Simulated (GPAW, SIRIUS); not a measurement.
Fitting the PBEsol energy curve of CuI

It takes space group F-43m (No. 216, cubic). Conventional cell: a = 6.063 Å, b = 6.063 Å, c = 6.063 Å, α = 90.00°, β = 90.00°, γ = 90.00°. I (site symmetry -43m) is surrounded by 4 Cu at 2.63 Å. Around Cu (site symmetry -43m) lie 4 I at 2.63 Å.

The cell was scaled at fixed shape and fractions and run with GPAW, PAW data sets generated for this functional, cutoff 600 eV; PBEsol, k mesh 8 × 8 × 8 on the cell of 2 atoms, fermi-dirac occupations of 0.05 eV, no spin polarisation, no spin-orbit coupling. Energies are those that the program minimises, any entropy of the smearing included.

```tsv
V (Å³/atom)	energy over the lowest row (meV/atom)
26.1879	1.37
26.7451	0.00
27.3023	?
27.8595	7.21
28.4167	14.99
28.9738	25.08
29.5310	37.21
```

Task: Fit the third-order Birch-Murnaghan form, give V0, B0 and B′, and predict the energy left open.

Result: With y = (V0/V)^(2/3), E = E0 + (9 V0 B0/16) [(y - 1)³ B′ + (y - 1)² (6 - 4y)]. Least squares through the rows shown give V0 = 26.6753 Å³/atom, E0 = -0.03 meV, B0 = 48.35 GPa (1 eV/Å³ = 160.218 GPa) and B′ = 5.32, with a largest miss of 0.01 meV. At V = 27.3023 the form with these constants gives 2.09 meV; the run gave 2.10 meV an atom. Other set-ups at this level, from all their volumes (Å³/atom, GPa): SIRIUS, PseudoDojo 0.4.1 PBEsol standard (scalar relativistic): V0 26.333, B0 49.17. Measured volume: 27.72 Å³/atom (arxiv:2305.18931), so the fit lies -3.8 % from it. The runs are for a static lattice.
